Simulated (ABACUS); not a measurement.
The system is PtSe2 (Sudovikovite).

```
Pt Se
1.0
     3.72400    0.00000    0.00000
    -1.86200    3.22508    0.00000
     0.00000    0.00000    5.06200
Pt Se
1 2
Direct
  0.00000 0.00000 0.00000
  0.66667 0.33333 0.75000
  0.33333 0.66667 0.25000
```

* Program: ABACUS 3.10.1
* Task: relaxation of cell and atoms
* Functional: PBE
* Potentials or basis: Ansatz NC PBE
* Cutoff: 1361 eV
* Density cutoff: 5442 eV
* Basis: TZDP LCAO (the cutoffs set its grid)
* k mesh: 7 × 7 × 5
* Occupations: fermi-dirac, width 0.05 eV
* Spin: no spin polarisation

At the start: pressure 8.1 GPa; volume 20.27 Å³/atom.

**Question.** Where does the relaxation end?

**Answer.** Over 17 steps the energy falls by 34.6 meV/atom and the volume is 24.39 Å³/atom (+20.4 %); space group P-3m1 (No. 164, to 0.05 Å).

The path:
```tsv
step	energy change (eV)	largest force (eV/Å)	pressure (GPa)	volume (Å³)
1	0.0000	0.7635	8.11	60.80
2	-0.0510	0.4415	5.27	61.69
3	-0.0890	0.0674	0.80	63.37
4	-0.0898	0.1053	0.38	63.60
5	-0.0908	0.1192	0.04	63.86
6	-0.0920	0.1017	-0.26	64.22
7	-0.0928	0.0500	-0.24	64.47
8	-0.0931	0.0071	-0.05	64.51
9	-0.0932	0.0130	0.09	64.49
10	-0.0936	0.0344	0.27	64.50
11	-0.0941	0.0599	0.49	64.61
12	-0.0955	0.0742	0.67	64.96
13	-0.0972	0.0617	0.68	65.85
14	-0.0997	0.0311	0.45	67.59
15	-0.1017	0.0111	0.24	69.81
16	-0.1035	0.0564	0.42	74.15
17	-0.1037	0.0085	0.13	73.17
```

Final structure:
```xyz
3
Lattice="3.7597 0.0000 0.0000 -1.8798 3.2560 0.0000 0.0000 0.0000 5.9777" Properties=species:S:1:pos:R:3 pbc="T T T"
Pt    0.0000    0.0000    0.0000
Se    1.8798    1.0853    4.6643
Se    0.0000    2.1706    1.3134
```

Caveat: the atomic orbitals were generated for these runs and aren't a published set; the volume moved by over 15 % at a fixed basis, so the end points are rough; this functional lacks dispersion, which binds the layers, so the pressure and a relaxed spacing across them are unreliable, and here the layers came unbound; the volume moved by +20 % from the deposited cell, more than functionals usually miss; the basis of atomic orbitals isn't converged, which shifts pressures, moduli and gaps.
